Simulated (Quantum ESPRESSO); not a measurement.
Crystal: BAs.

```
As B
1.0
     0.00000    2.38850    2.38850
     2.38850    0.00000    2.38850
     2.38850    2.38850    0.00000
As B
1 1
Direct
  0.75000 0.75000 0.75000
  0.00000 0.00000 0.00000
```

- Program: Quantum ESPRESSO 7.5
- Task: phonons
- Functional: vdW-DF-cx
- Potentials or basis: PseudoDojo 0.4.1 SR PBE standard
- Cutoff: 1143 eV
- Density cutoff: 4572 eV
- k mesh: 8 × 8 × 8, shifted
- Occupations: fermi-dirac, width 0.05 eV
- Spin: no spin polarisation
- Mixing beta: 0.5
- Most SCF iterations: 120
- SCF threshold: 4e-10 Ry

The first run showed a gap, so the response started from a second, tighter run with fixed occupations.

Problem. Which optical modes does the crystal have at the zone centre, and which show in infrared and Raman spectra?

Solution. The optical modes are T2. Infrared active: T2. Raman active: T2.

Optical modes at Γ, degenerate ones joined, polar ones without the macroscopic field:
```
cm⁻¹  components  symmetry     active in  IR intensity, summed ((D/Å)²/amu)
 689           3        T2  IR and Raman                               1.23
```

Zone-centre frequencies without and with the macroscopic field along z (cm⁻¹):
```
                optical modes in rising order
       without                    689 689 689
with the field                    689 689 691
```

Born effective charge tensors (e):
atom 1, As
```
0.41 0.00 0.00
0.00 0.41 0.00
0.00 0.00 0.41
```
atom 2, B
```
-0.41  0.00  0.00
 0.00 -0.41  0.00
 0.00  0.00 -0.41
```

Electronic dielectric tensor:
```
9.73 0.00 0.00
0.00 9.73 0.00
0.00 0.00 9.73
```

Static dielectric tensor, electrons and zone-centre modes:
```
9.80 0.00 0.00
0.00 9.80 0.00
0.00 0.00 9.80
```

Caveat: before the sum rule the acoustic modes lie tens of cm⁻¹ from zero, a sign that the density grid also shifts the optical modes.
